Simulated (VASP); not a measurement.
Write an ASE script for VASP 6.6.1 that does the following.

```yaml
Task: relaxation of cell and atoms
Functional: LDA
Potentials_or_basis: VASP PAW LDA potentials, release 64 (Ba_sv)
Cutoff: 600 eV
k_mesh: 8 × 8 × 8
Occupations: methfessel-paxton, width 0.1 eV
Spin: no spin polarisation
Optimiser: BFGS
Further_INCAR_settings: ALGO = Normal; EDIFF = 1.00e-06
```

Ba:

```
Ba
1.0
    -2.50650    2.50650    2.50650
     2.50650   -2.50650    2.50650
     2.50650    2.50650   -2.50650
Ba
1
Direct
  0.00000 0.00000 0.00000
```

The input as run:

run.py

```python
from ase import Atoms
from ase.calculators.vasp import Vasp
from ase.filters import FrechetCellFilter
from ase.optimize import BFGS

atoms = Atoms(
    ['Ba'],
    cell=[[-2.5065, 2.5065, 2.5065], [2.5065, -2.5065, 2.5065], [2.5065, 2.5065, -2.5065]],
    scaled_positions=[[0.0, 0.0, 0.0]],
    pbc=True,
)
calc = Vasp(
    directory='calc',
    xc='lda',
    pp='LDA',
    setups='recommended',
    prec='Accurate',
    encut=600,
    ediff=1e-06,
    ismear=1,
    sigma=0.1,
    lreal=False,
    lasph=True,
    nelm=80,
    algo='Normal',
    isif=2,
    lwave=False,
    lcharg=False,
    kpts=[8, 8, 8],
    gamma=True,
)
atoms.calc = calc
opt = BFGS(FrechetCellFilter(atoms), trajectory='relax.traj')
converged = opt.run(fmax=0.005, steps=40)
print('converged:', converged)

print('energy (eV):', atoms.get_potential_energy())
print('free energy (eV):', atoms.get_potential_energy(force_consistent=True))
print('forces (eV/A):')
print(atoms.get_forces())
print('stress (eV/A^3, Voigt):', atoms.get_stress())
print('Fermi level (eV):', calc.get_fermi_level())
print('cell (A, degrees):', atoms.cell.cellpar())
print('volume (A^3):', atoms.get_volume())
print('scaled positions:')
print(atoms.get_scaled_positions())
```

Potentials or basis: VASP PAW LDA potentials, release 64 (Ba_sv).

Command:

```sh
$ python run.py
```

It gave:

| Item | Value |
| --- | --- |
| Relaxed volume | 54.26 Å³/atom |
| Relaxed cell | a = 4.131 Å, b = 4.131 Å, c = 4.131 Å, α = 109.47°, β = 109.47°, γ = 109.47° |
| Space group after relaxing (to 0.05 Å) | Im-3m (No. 229) |
| Energy gained by relaxing | 39.6 meV/atom |
| Ionic steps | 4 |
| Pressure after relaxing | 0.0 GPa |
| Band gap on the k mesh | none (metal or under the smearing width) |

Caveat: the volume moved by -14 % from the deposited cell, more than functionals usually miss.

Wall time 38 s on 1 thread of AMD EPYC 9R45 (Zen 5) (shared host), peak memory 0.14 GiB.
